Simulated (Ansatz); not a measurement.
This NaI structure is the end of a relaxation. The cell was found from a structure generator's guess, not taken from experiment.

Computed with DFT PBE, scalar-relativistic, plane waves, PAW in Ansatz. Cutoff 420 eV, Γ-centred mesh, Gaussian smearing, no spin polarisation.

```
Na I
1.0
     5.15075    0.00000    0.00000
    -2.57538    4.46068    0.00000
     0.00000    0.00000    7.97323
Na I
2 2
Direct
  0.33333 0.66667 0.38161
  0.66667 0.33333 0.88161
  0.33333 0.66667 0.99153
  0.66667 0.33333 0.49153
```

Formation energies are uncorrected and refer to the elements' standard structures at the same level.

(1) What space group does it have?

(2) How far does it lie from the elements in energy?

(3) Is it a metal?

(4) From what recipe could a structure generator have reached it?

Answers

(1) P6_3mc (No. 186), the wurtzite type. Conventional cell: a = 5.151 Å, c = 7.973 Å. Around Na lie 4 I at 3.10–3.11 Å; around I lie 4 Na at 3.10–3.11 Å.

(2) −1.238 eV/atom. A negative formation energy is needed for stability but isn't enough: competing phases decide.

(3) No, the gap on the 6×6×4 mesh is 3.70 eV.

(4) One such recipe: close-packed anion layers stacked AB, next cell at A, with sites between them filled layer by layer (P6_3mc, No. 186). Other recipes can lead to the same cell.

The last run used a 6×6×4 mesh (in the run's order of axes) for its 4-atom cell and Gaussian smearing of 0.02 eV. Spin–orbit coupling, which can matter for I, is left out. Kohn–Sham gaps at this level usually fall short of measured ones. The missing spin–orbit coupling can work the other way here. The reference form of I is held partly by dispersion forces, which this level lacks. A structure relaxed within its symmetry needn't be a true minimum.
